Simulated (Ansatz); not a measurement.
All numbers below come from Ansatz, DFT PBE, scalar-relativistic, plane waves, PAW. Settings: cutoff 420 eV, Γ-centred meshes spaced at most about 0.3 Å⁻¹, and about 0.25 Å⁻¹ or finer for metals (2π included), Gaussian smearing. No spin polarisation.

All energies are static (0 K, no zero-point motion).

Two relaxed structures of Al₅N:

A.

Space group P1 (No. 1). a = 4.761 Å, b = 5.032 Å, c = 8.298 Å, α = 92.21°, β = 91.09°, γ = 90.42°
```json
{"atom": "Al", "site": "1a", "symmetry": "1", "x": "0.9448", "y": "0.1741", "z": "0.1772"}
{"atom": "Al", "site": "1a", "symmetry": "1", "x": "0.0263", "y": "0.6496", "z": "0.7038"}
{"atom": "Al", "site": "1a", "symmetry": "1", "x": "0.0353", "y": "0.6768", "z": "0.0333"}
{"atom": "Al", "site": "1a", "symmetry": "1", "x": "0.0232", "y": "0.1636", "z": "0.5247"}
{"atom": "Al", "site": "1a", "symmetry": "1", "x": "0.0282", "y": "0.6578", "z": "0.3730"}
{"atom": "Al", "site": "1a", "symmetry": "1", "x": "0.0948", "y": "0.1539", "z": "0.8658"}
{"atom": "Al", "site": "1a", "symmetry": "1", "x": "0.5167", "y": "0.5369", "z": "0.2189"}
{"atom": "Al", "site": "1a", "symmetry": "1", "x": "0.5535", "y": "0.9426", "z": "0.6794"}
{"atom": "Al", "site": "1a", "symmetry": "1", "x": "0.5148", "y": "0.0284", "z": "0.3614"}
{"atom": "Al", "site": "1a", "symmetry": "1", "x": "0.5432", "y": "0.5306", "z": "0.8818"}
{"atom": "N", "site": "1a", "symmetry": "1", "x": "0.2337", "y": "0.3100", "z": "0.3331"}
{"atom": "N", "site": "1a", "symmetry": "1", "x": "0.4855", "y": "0.1758", "z": "0.8477"}
```

B.

Space group R3m:H (No. 160). a = 5.443 Å, b = 5.443 Å, c = 12.783 Å, α = 90.00°, β = 90.00°, γ = 120.00°
```tsv
atom	site	symmetry	x	y	z
Al	9b	.m	0.1641	0.8359	0.1787
Al	3a	3m	0.3333	0.6667	0.4156
Al	3a	3m	0.3333	0.6667	0.0160
N	3a	3m	0.3333	0.6667	0.2655
```

Question: Which form is favoured at zero pressure, and by what margin per atom?

Answer: A is lower, by 72 meV/atom. A has space group P1 (No. 1), 16.5 Å³/atom and no gap on its mesh; B has space group R3m (No. 160), 18.2 Å³/atom and no gap. Counting Al atoms around N (those within 1.25 times the shortest such distance or 1.15 times the sum of covalent radii; a slash parts the counts of unlike sites), A has N 3/5 and B has N 4. The denser one is the lower, and pressure would at first widen the difference. Origin: A, invented, then shaken at random and relaxed again; B, invented.

Cells relaxed within their symmetry can be saddle points.

The P1 structure lies 72 meV/atom below the R3m one, although R3m gives nitrogen the fourfold aluminium environment familiar from wurtzite AlN, while P1 has threefold and fivefold sites. Local Al–N bonding preference alone therefore doesn't set the order. At this composition nitrogen can fill its valence p shell with only a small part of the aluminium electrons; the rest stay in delocalised Al s–p states, consistent with the absence of a gap in both structures. The energy then depends heavily on how well the aluminium framework packs. The smaller volume of P1, 16.5 against 18.2 Å³/atom, suggests that better metallic cohesion outweighs its less regular nitrogen sites, though the total energies don't separate the two contributions.

The ordering is only between these two structures and doesn't make P1 the ground state of Al₅N. Since AlN is the established bulk nitride and nitrogen barely dissolves in solid aluminium, both structures would probably be unstable towards separation into Al and AlN, a reaction whose energy isn't given here.
